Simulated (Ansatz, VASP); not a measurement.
**Two plane-wave programs on C**

```
CELL_PARAMETERS angstrom
0.00000 1.75730 1.75730
1.75730 0.00000 1.75730
1.75730 1.75730 0.00000
ATOMIC_POSITIONS crystal
C 0.50000 0.50000 0.50000
C 0.75000 0.75000 0.75000
```

Alike in both runs: functional LDA; k mesh 10 × 10 × 10; no spin polarisation.

Ansatz relaxed the structure, and its values are those at the end. VASP's run is a single point on that final structure, the one shown.

|  | VASP | Ansatz |
| --- | --- | --- |
| version | VASP 6.6.1 | Ansatz 0.2.0 |
| potentials or method | VASP PAW LDA potentials, release 64 (C) | PAW with Ansatz's default frozen-core files, scalar-relativistic |
| plane-wave cutoff (eV) | 520 | 420 |
| occupations | gaussian, width 0.01 eV | fixed |
| valence electrons in the cell | 8 | 8 |

Ansatz gave:

* pressure (GPa): 7.0

Q: What did VASP give for the same quantities?

A: Pressure (GPa): 8.7.
